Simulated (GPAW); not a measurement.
TePb:

```
Pb Te
1.0
     0.00000    3.23100    3.23100
     3.23100    0.00000    3.23100
     3.23100    3.23100    0.00000
Pb Te
1 1
Direct
  0.00000 0.00000 0.00000
  0.50000 0.50000 0.50000
```

Base run:

| Item | Value |
| --- | --- |
| Program | GPAW 26.7.0 |
| Functional | PBEsol |
| Potentials or basis | PAW data sets generated in the run's folder for this functional |
| Cutoff | 600 eV |
| Basis | pw |
| k mesh | 7 × 7 × 7 |
| Occupations | fermi-dirac, width 0.05 eV |
| Spin | no spin polarisation |

Its results: pressure -0.7 GPa.

Task: The run is repeated on the same cell with these changes: functional from PBEsol to revPBE; potentials or basis from PAW data sets generated in the run's folder for this functional to the program's PAW data sets (release 1.2.1) made for this functional. What comes out?

Result: Pressure 2.9 GPa.

Not every run made on this cell is shown here.
